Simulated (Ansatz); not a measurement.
GaP (zincblende): an Ansatz output whose functional has been blanked. The cell was relaxed with r2SCAN and then strained (epitaxial -1.0 % in the xy plane, free normal strain +0.86 %), with the atoms relaxed again with r2SCAN; k points keep the names of the unstrained zone.

```cif
data_structure
_symmetry_space_group_name_H-M 'P 1'
_symmetry_Int_Tables_number 1
_cell_length_a 3.8519
_cell_length_b 3.8519
_cell_length_c 3.8158
_cell_angle_alpha 60.310
_cell_angle_beta 60.310
_cell_angle_gamma 59.381
_cell_volume 40.02
loop_
_atom_site_label
_atom_site_type_symbol
_atom_site_fract_x
_atom_site_fract_y
_atom_site_fract_z
_atom_site_occupancy
Ga1 Ga 0.00000 0.00000 0.00000 1
P1 P 0.25000 0.25000 0.25000 1
```

```
scf.n_extra_bands = 8 over 18 filled bands (N_el = 18.0): the run solves 26 bands
Crystal: 2 atoms, lattice volume = 40.025 Å³
Basis set: ecut = 500 eV, 975 PW (Γ)
Symmetry: 8 space group operations + 8 with time reversal
Magnetic group: BNS 119.316 (UNI 976)
k-points: 59 of 512 (time reversal used)
preconditioner: auto → none  [insulator: Δε(μ)=2.012 eV  ℏωp=24.9 eV]
SCF converged after 7 iterations
Free energy (F): -4547.764623 eV
Fermi energy:    7.109395 eV
--- Stress (GPa, compression-positive) ---
        1.572718       0.000000       0.000000
        0.000000       1.572718       0.000000
        0.000000       0.000000      -0.013040
  P = ⅓ Tr σ = 1.0441 GPa (10.441 kbar)
--- Band table (eV; the first three rows and the last of 59) ---
  k-point 0: bands = […, -6.0688, -6.0688, 6.9525, 6.9525, 7.0704, 7.0704, 7.1094, 7.1094, 9.5083, 9.5083, 11.1030, 11.1030, 11.2556, 11.2556, …]
  k-point 1: bands = […, -5.8517, -5.8513, 5.4139, 5.4149, 6.7466, 6.7475, 6.8546, 6.8575, 9.9998, 10.0003, 11.5146, 11.5320, 11.6338, 11.6361, …]
  k-point 2: bands = […, -5.2396, -5.2391, 3.0501, 3.0505, 6.2698, 6.2708, 6.4104, 6.4137, 9.6254, 9.6272, 12.0653, 12.0677, 12.1698, 12.1722, …]
  k-point 58: bands = […, -2.9779, -2.9779, -0.0549, -0.0549, 4.2789, 4.2789, 4.3021, 4.3021, 9.0245, 9.0245, 9.2530, 9.2530, 18.4029, 18.4029, …]
```

bands.tsv, columns around the gap (it counts bands from 0):
```tsv
# k_distance	band_8	band_9	band_10	band_11	band_12	band_13	band_14	band_15	band_16	band_17	band_18	band_19	band_20	band_21	band_22	band_23	band_24	band_25
# fermi_ev = 7.109395
# [0, 0, 0] at k_distance = 0.000000
# [-0.5, -0.5, 0] at k_distance = 1.142826
# [-0.375, -0.375, 0.25] at k_distance = 1.554487
# [-0.375, 0, 0.375] at k_distance = 2.265325
# [0, 0, 0.5] at k_distance = 2.976162
# [-0.5, -0.25, 0.25] at k_distance = 3.791908
# [0, 0.424479, 0.424479] at k_distance = 5.004814
# levels_relative_to = fermi_ev
0.000	-14.811	-14.811	-13.178	-13.178	-0.157	-0.157	-0.039	-0.039	0.000	0.000	2.399	2.399	3.994	3.994	4.146	4.146	4.178	4.178
1.143	-14.786	-14.786	-10.087	-10.087	-7.164	-7.164	-2.830	-2.830	-2.807	-2.807	1.915	1.915	2.144	2.144	11.294	11.294	11.390	11.390
1.554	-14.797	-14.785	-10.093	-10.092	-6.918	-6.908	-4.221	-4.199	-2.363	-2.361	2.507	2.513	5.286	5.289	8.736	8.738	8.774	8.788
2.265	-14.800	-14.782	-10.049	-10.047	-6.832	-6.822	-4.216	-4.194	-2.503	-2.501	2.335	2.341	5.058	5.065	8.656	8.666	8.843	8.862
2.976	-14.784	-14.784	-10.976	-10.976	-6.981	-6.981	-1.343	-1.343	-1.164	-1.164	2.007	2.007	4.898	4.898	5.048	5.048	8.795	8.795
3.792	-14.793	-14.789	-9.941	-9.938	-6.876	-6.864	-3.839	-3.822	-3.688	-3.639	5.026	5.030	5.332	5.359	6.538	6.558	6.644	6.696
5.005	-14.787	-14.787	-10.379	-10.379	-6.537	-6.537	-2.870	-2.862	-2.841	-2.833	1.703	1.703	2.300	2.300	10.200	10.277	10.580	10.659
```
In order the rows are Γ, X, U, K, L, W, Γ–X (0.85).

**Question.** Which functional gave these numbers?
A. HSE06+SOC
B. r2SCAN+SOC
C. PBE
D. PBE+SOC

**Answer.** B. r2SCAN+SOC. The cutoff of 500 eV is the one that these potentials recommend for a meta-GGA. There is no exchange loop, so no exact exchange. Each band holds one electron and the count is doubled, so the run is non-collinear with spin-orbit coupling. r2SCAN+SOC gives an indirect gap of 1.70 eV, from Γ to Γ–X (0.85 of the way from Γ); the least direct gap is 2.40 eV at Γ. The log narrows the family; the member has to be judged from the numbers.

Wall time 3.7 s on 1 × NVIDIA H100 80GB HBM3 with 2 threads of AMD EPYC 7R13 Processor (Zen 3), with other jobs on the host, load about 2.0 per core; peak host memory 1.1 GiB.

Non-magnetic throughout; all numbers are computed.
